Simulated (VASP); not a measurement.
CaO, 4 atoms in the cell. Symmetry: I4_1md, No. 109, tetragonal system. Conventional cell: a = 3.106 Å, b = 3.106 Å, c = 11.643 Å, α = 90.00°, β = 90.00°, γ = 90.00°. Ca (site symmetry 2mm) is surrounded by 6 O at 2.41 to 2.47 Å. O (site symmetry 2mm) has 6 Ca at 2.41 to 2.47 Å as nearest neighbours. The cell was built by a generator and needn't be a form met in nature.

| Property | Result |
| --- | --- |
| Program | VASP 6.6.1 |
| Task | relaxation of cell and atoms |
| Functional | PBEsol |
| Potentials or basis | VASP PAW PBE potentials, release 64 (Ca_sv, O) |
| Cutoff | 600 eV |
| k mesh | 9 × 9 × 9 |
| Occupations | fermi-dirac, width 0.05 eV |
| Spin | no spin polarisation |
| Further INCAR settings | ALGO = Normal; EDIFF = 1e-06; IBRION = 2; EDIFFG = -0.02; NSW = 40; ISIF = 3 |

Potentials or basis: VASP PAW PBE potentials, release 64 (Ca_sv, O).

The run is started by

```console
$ cat potpaw_PBE.64/Ca_sv/POTCAR potpaw_PBE.64/O/POTCAR > POTCAR
$ mpirun -np 1 vasp_std > vasp.out
```

Hardware: 1 thread of Intel(R) Xeon(R) 6975P-C (Granite Rapids), with other jobs on the host.

Question: Estimate the wall time of this run.

Answer: Run time: 6.3 min on 1 thread of Intel(R) Xeon(R) 6975P-C (Granite Rapids), with other jobs on the host, peak memory 0.44 GiB. Counts: scf iterations 41, k points 75, ion steps 5.
